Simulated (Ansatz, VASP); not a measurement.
## BeS in VASP and in Ansatz

```xyz
2
Lattice="0.0000 2.4343 2.4343 2.4343 0.0000 2.4343 2.4343 2.4343 0.0000" Properties=species:S:1:pos:R:3 pbc="T T T"
Be    0.0000    0.0000    0.0000
S     1.2172    1.2172    1.2172
```

The cell was built by a generator and needn't be a form met in nature.

Alike in both runs: task single point; functional PBE; k mesh 10 × 10 × 10; occupations fermi-dirac, width 0.02 eV; no spin polarisation.

```csv
,VASP,Ansatz
version,VASP 6.6.1,Ansatz 0.2.0
potentials or method,"VASP PAW PBE potentials, release 64 (Be, S)","plane waves, PAW"
plane-wave cutoff (eV),520,420
valence electrons in the cell,8,8
```

|  | VASP | Ansatz | Ansatz less VASP |
| --- | --- | --- | --- |
| gap on the k mesh at the Fermi level (eV) | 3.14 | 3.14 | -0.001 |
| pressure (GPa) | 0.4 | 0.4 | 0.00 |

The functional is the same, so the differences come from potentials, cutoffs and numerics.

A k mesh can miss the band edges. As with any semilocal functional, this PBE gap is likely too small.
